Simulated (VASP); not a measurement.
Consider the following.

```xyz
2
Lattice="0.0000 3.0914 3.0914 3.0914 0.0000 3.0914 3.0914 3.0914 0.0000" Properties=species:S:1:pos:R:3 pbc="T T T"
Al     0.0000     0.0000     0.0000
Sb     1.5457     1.5457     1.5457
```

These are r2SCAN meta-GGA, VASP's PBE PAW potentials (set 64) (plane waves; VASP) values and carry that method's errors. Settings: 480 eV cut-off, 8×8×8 Γ-centred mesh, Gaussian smearing of 0.050 eV, potentials Al Sb.

Energy and stress use the plane-wave basis of the starting cell.

### Question
The ions, cell shape and volume at an external pressure of 20.0 GPa are relaxed. What does this cell relax into?

### Answer

```xyz
2
Lattice="0.0000 2.8705 2.8705 2.8705 0.0000 2.8705 2.8705 2.8705 0.0000" Properties=species:S:1:pos:R:3 pbc="T T T"
Al     0.0000     0.0000     0.0000
Sb     1.4352     1.4352     1.4352
```
Space group F-43m (216), at a tolerance of 0.03 Å.

### Question
How do energy and volume change from the first to the last step?

### Answer
The energy (σ→0) changes by +303.7 meV/atom and the volume by -19.9 %, in 5 ionic steps.

```json
[
 {"step": "1", "E(σ→0) (eV)": "-32.9464", "max force (eV/Å)": "0.000", "pressure (GPa)": "0.02", "volume (Å³)": "59.09"},
 {"step": "2", "E(σ→0) (eV)": "-27.4716", "max force (eV/Å)": "0.000", "pressure (GPa)": "109.00", "volume (Å³)": "32.85"},
 {"step": "3", "E(σ→0) (eV)": "-32.4765", "max force (eV/Å)": "0.000", "pressure (GPa)": "16.87", "volume (Å³)": "48.50"},
 {"step": "4", "E(σ→0) (eV)": "-32.3789", "max force (eV/Å)": "0.000", "pressure (GPa)": "19.11", "volume (Å³)": "47.63"},
 {"step": "5", "E(σ→0) (eV)": "-32.3390", "max force (eV/Å)": "0.000", "pressure (GPa)": "20.01", "volume (Å³)": "47.30"}
]
```

The compound is AlSb in the zinc blende structure. This run relaxes it under an external pressure of 20 GPa. Symmetry was kept, so distortions that lower it aren't found.
